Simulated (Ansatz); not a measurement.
Theory: Ansatz, DFT PBE, scalar-relativistic, plane waves, PAW. Plane waves to 420 eV, an 8×8×4 mesh through Γ for the 8-atom cell and 0.02 eV Gaussian smearing; no spin polarisation.

Formation energies are uncorrected and refer to the elements' standard structures at the same level. The references include black phosphorus.

Problem. Propose a candidate for a tetragonal semiconductor with formula Ga4AsP3, with a gap near 1.2 eV, a formation energy near −0.41 eV/atom and about 22 Å³ per atom, in a cell of 8 atoms.

Solution. Ga4AsP3, space group P-4m2 (No. 115). Ga on its first site has 2 P at 2.39 Å and 2 As at 2.46 Å; around Ga on its second site lie 4 P at 2.39–2.40 Å; P on a site of symmetry -4m2 is surrounded by 4 Ga at 2.39 Å; As has 4 Ga at 2.46 Å; 1 more site not described.

```
CELL_PARAMETERS angstrom
3.93467 0.00000 0.00000
0.00000 3.93467 0.00000
0.00000 0.00000 11.12960
ATOMIC_POSITIONS crystal
Ga 0.50000 0.00000 0.86796
Ga 0.00000 0.50000 0.62257
Ga 0.50000 0.00000 0.37743
Ga 0.00000 0.50000 0.13204
P 0.00000 0.00000 0.50000
P 0.50000 0.50000 0.25466
P 0.50000 0.50000 0.74534
As 0.00000 0.00000 0.00000
```

- Volume per atom: 21.54 Å³
- Density: 4.31 g/cm³
- Energy over the elements: −0.406 eV/atom
- Gap on the 8×8×4 mesh of the 8-atom cell: 1.16 eV

The cell was found from a structure generator's guess, not taken from experiment. Other answers may fit too; this one was computed.

Kohn–Sham gaps at this level usually fall short of measured ones. The reference forms of As and P are held partly by dispersion forces, which this level lacks. A later test with randomly moved atoms came back to the same energy, though modes that don't fit the test's cell weren't probed.
